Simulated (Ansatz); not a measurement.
# SiO2: the cost of one run

Computed with Ansatz 0.2.0 (DFT PBE, scalar-relativistic, plane waves, PAW, unless a step's input says otherwise).

### Step 1. Starting point

Symmetry: P4_32_12, No. 96, tetragonal system. The conventional cell has a = 4.933 Å, b = 4.933 Å, c = 6.465 Å, α = 90.00°, β = 90.00°, γ = 90.00°. Si (site symmetry 2) has 4 O at 1.62 Å as nearest neighbours. O (site symmetry 1) has 2 Si at 1.62 Å as nearest neighbours.

As a file:

```
Si O
1.0
    -4.93290    4.93290    6.46450
     4.93290   -4.93290    6.46450
     4.93290    4.93290   -6.46450
Si O
16 32
Direct
  0.65885 0.15885 0.31771
  0.15885 0.65885 0.31771
  0.15885 0.15885 0.81771
  0.65885 0.65885 0.81771
  0.78385 0.46615 0.00000
  0.28385 0.96615 0.00000
  0.28385 0.46615 0.50000
  0.78385 0.96615 0.50000
  0.09115 0.09115 0.18230
  0.59115 0.59115 0.18230
  0.59115 0.09115 0.68229
  0.09115 0.59115 0.68229
  0.71615 0.03385 0.00000
  0.21615 0.53385 0.00000
  0.21615 0.03385 0.50000
  0.71615 0.53385 0.50000
  0.08325 0.03513 0.31645
  0.58325 0.53514 0.31645
  0.58325 0.03513 0.81646
  0.08325 0.53514 0.81646
  0.66014 0.34368 0.45188
  0.16013 0.84368 0.45188
  0.16013 0.34368 0.95188
  0.66014 0.84368 0.95188
  0.46868 0.01680 0.18355
  0.96868 0.51680 0.18355
  0.96868 0.01680 0.68354
  0.46868 0.51680 0.68354
  0.64180 0.45825 0.04811
  0.14180 0.95825 0.04811
  0.14180 0.45825 0.54812
  0.64180 0.95825 0.54812
  0.79175 0.10820 0.45188
  0.29175 0.60820 0.45188
  0.29175 0.10820 0.95188
  0.79175 0.60820 0.95188
  0.71486 0.16675 0.18355
  0.21487 0.66675 0.18355
  0.21487 0.16675 0.68354
  0.71486 0.66675 0.68354
  0.90632 0.08987 0.04811
  0.40632 0.58986 0.04811
  0.40632 0.08987 0.54812
  0.90632 0.58986 0.54812
  0.23320 0.28132 0.31645
  0.73320 0.78132 0.31645
  0.73320 0.28132 0.81646
  0.23320 0.78132 0.81646
```

The runs take a perfect supercell of 48 atoms; the defect goes to fractional position (0.659, 0.159, 0.318).

### Step 2. The perfect supercell

The input, input.yaml:

```yaml
crystal:
  lattice:
    - [-4.9329, 4.9329, 6.4645]
    - [4.9329, -4.9329, 6.4645]
    - [4.9329, 4.9329, -6.4645]
  atoms:
    - { symbol: Si, position: [0.658853, 0.158852, 0.317705] }
    - { symbol: Si, position: [0.158852, 0.658853, 0.317705] }
    - { symbol: Si, position: [0.158852, 0.158852, 0.817705] }
    - { symbol: Si, position: [0.658853, 0.658853, 0.817705] }
    - { symbol: Si, position: [0.783853, 0.466148, 0.0] }
    - { symbol: Si, position: [0.283852, 0.966147, 0.0] }
    - { symbol: Si, position: [0.283852, 0.466148, 0.5] }
    - { symbol: Si, position: [0.783853, 0.966147, 0.5] }
    - { symbol: Si, position: [0.091148, 0.091148, 0.182295] }
    - { symbol: Si, position: [0.591148, 0.591148, 0.182295] }
    - { symbol: Si, position: [0.591148, 0.091148, 0.682295] }
    - { symbol: Si, position: [0.091148, 0.591148, 0.682295] }
    - { symbol: Si, position: [0.716147, 0.033853, 0.0] }
    - { symbol: Si, position: [0.216148, 0.533853, 0.0] }
    - { symbol: Si, position: [0.216148, 0.033853, 0.5] }
    - { symbol: Si, position: [0.716147, 0.533853, 0.5] }
    - { symbol: O, position: [0.08325, 0.035135, 0.316455] }
    - { symbol: O, position: [0.58325, 0.535135, 0.316455] }
    - { symbol: O, position: [0.58325, 0.035135, 0.816455] }
    - { symbol: O, position: [0.08325, 0.535135, 0.816455] }
    - { symbol: O, position: [0.660135, 0.34368, 0.451885] }
    - { symbol: O, position: [0.160135, 0.84368, 0.451885] }
    - { symbol: O, position: [0.160135, 0.34368, 0.951885] }
    - { symbol: O, position: [0.660135, 0.84368, 0.951885] }
    - { symbol: O, position: [0.46868, 0.016795, 0.183545] }
    - { symbol: O, position: [0.96868, 0.516795, 0.183545] }
    - { symbol: O, position: [0.96868, 0.016795, 0.683545] }
    - { symbol: O, position: [0.46868, 0.516795, 0.683545] }
    - { symbol: O, position: [0.641795, 0.45825, 0.048115] }
    - { symbol: O, position: [0.141795, 0.95825, 0.048115] }
    - { symbol: O, position: [0.141795, 0.45825, 0.548115] }
    - { symbol: O, position: [0.641795, 0.95825, 0.548115] }
    - { symbol: O, position: [0.79175, 0.108205, 0.451885] }
    - { symbol: O, position: [0.29175, 0.608205, 0.451885] }
    - { symbol: O, position: [0.29175, 0.108205, 0.951885] }
    - { symbol: O, position: [0.79175, 0.608205, 0.951885] }
    - { symbol: O, position: [0.714865, 0.16675, 0.183545] }
    - { symbol: O, position: [0.214865, 0.66675, 0.183545] }
    - { symbol: O, position: [0.214865, 0.16675, 0.683545] }
    - { symbol: O, position: [0.714865, 0.66675, 0.683545] }
    - { symbol: O, position: [0.90632, 0.089865, 0.048115] }
    - { symbol: O, position: [0.40632, 0.589865, 0.048115] }
    - { symbol: O, position: [0.40632, 0.089865, 0.548115] }
    - { symbol: O, position: [0.90632, 0.589865, 0.548115] }
    - { symbol: O, position: [0.233205, 0.28132, 0.316455] }
    - { symbol: O, position: [0.733205, 0.78132, 0.316455] }
    - { symbol: O, position: [0.733205, 0.28132, 0.816455] }
    - { symbol: O, position: [0.233205, 0.78132, 0.816455] }
basis:
  ecutwfc: 420
  fft_grid_basis: typed
kpoints:
  mp_grid: { grid: [2, 2, 2] }
hamiltonian:
  xc: pbe
  pseudopotentials: { kind: paw }
scf:
  occupations: { method: gaussian, width: 0.05 }
output:
  forces: true
  stress: false
  eigenvalues: true
  bader: false
  write_density: true
  volumetric_format: npy
```

Started as:

```sh
$ ansatz run input.yaml --threads 4 --pin off --max-ram 10240MiB --backend cpu --events-out ev --progress --plain --runs-dir out
```

**Question.** How long does this run take on 4 threads of AMD EPYC 9R45 (Zen 5), shared host, and how much memory does it need?

About 2.3 s, with a peak of 2.2 GiB.
